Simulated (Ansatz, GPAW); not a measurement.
This is a calculation of Cu for Ansatz 0.2.0. This isn't the form of Cu at room conditions, which is fcc.

File input.yaml:

```yaml
crystal:
  lattice:
    - [-1.44279332, 1.44279332, 1.37608145]
    - [1.44279332, -1.44279332, 1.37608145]
    - [1.44279332, 1.44279332, -1.37608145]
  atoms:
    - { symbol: Cu, position: [0.0, 0.0, 0.0] }
hamiltonian:
  xc: pbesol
  pseudopotentials: { kind: paw }
kpoints:
  mp_grid: { grid: [13, 13, 13] }
scf:
  occupations: { method: fermi_dirac, width: 0.05 }
output:
  forces: true
  stress: true
  eigenvalues: true
  write_density: true
  write_potential: true
  elf: true
  volumetric_format: npy
```

Potentials or basis: Ansatz PAW.

Launch:

```sh
$ ansatz run input.yaml --threads 1 --pin off --max-ram 3584MiB --backend cpu --events-out ev --progress --plain --runs-dir out
```

**Question.** Set up the same calculation for GPAW 26.7.0 (ASE script). Potentials or basis there: PAW data sets generated for this functional, cutoff 600 eV.

**Answer.** As run (cutoffs and basis follow the program's own potentials, and thresholds, step limits or extra output files can differ):

File run.py:

```python
from ase import Atoms
from ase.dft.bandgap import bandgap
from ase.io import write
from ase.units import Bohr, GPa
from gpaw import GPAW, PW, setup_paths
from gpaw.elf import elf_from_dft_calculation

setup_paths.insert(0, '.')

atoms = Atoms(['Cu'],
              cell=[[-1.44279332, 1.44279332, 1.37608145],
                    [1.44279332, -1.44279332, 1.37608145],
                    [1.44279332, 1.44279332, -1.37608145]],
              scaled_positions=[[0.0, 0.0, 0.0]],
              pbc=True)

calc = GPAW(mode=PW(600),
            xc='PBEsol',
            kpts={'size': (13, 13, 13), 'gamma': True},
            occupations={'name': 'fermi-dirac', 'width': 0.05},
            nbands=14,
            convergence={'density': 1e-05, 'energy': 1e-05},
            maxiter=150,
            txt='gpaw.txt')
atoms.calc = calc
energy = atoms.get_potential_energy()
forces = atoms.get_forces()
stress = atoms.get_stress()
calc.write('gs.gpw')
write('result.traj', atoms)
print(f'Energy: {energy:.6f} eV')
print('Forces (eV/A):')
print(forces.round(4))
print('Stress (GPa):', (stress / GPa).round(3))
print('Fermi level:', round(calc.get_fermi_level(), 4), 'eV')
print(f'Gap: {bandgap(calc)[0]:.4f} eV, direct: {bandgap(calc, direct=True)[0]:.4f} eV')

# fields on the real-space grid
write('density.cube', atoms, data=calc.get_pseudo_density() * Bohr**3)
write('potential.cube', atoms, data=calc.get_electrostatic_potential())
write('elf.cube', atoms, data=elf_from_dft_calculation(calc).data)
```

Potentials or basis: PAW data sets generated in the run's folder for this functional, pw.

Command:

```console
$ gpaw-setup -f PBEsol Cu
$ OMP_NUM_THREADS=1 python run.py
```

Both were run:

|  | Ansatz | GPAW |
| --- | --- | --- |
| Pressure | -1.4 GPa | 0.7 GPa |

Ansatz's pressure holds a Pulay term of +0.12 GPa for its cutoff of 420 eV, which the other run lacks.

The potentials hold 19 and 11 valence electrons a cell.

Ansatz's potentials were made for PBE.

Where Ansatz's input types no cutoff or centring, it takes its own default and a Γ-centred mesh.

The two runs disagree by more than potentials and bases usually give (in gap, levels, pressure or energy); the cause wasn't traced.

Pressure is positive in compression.
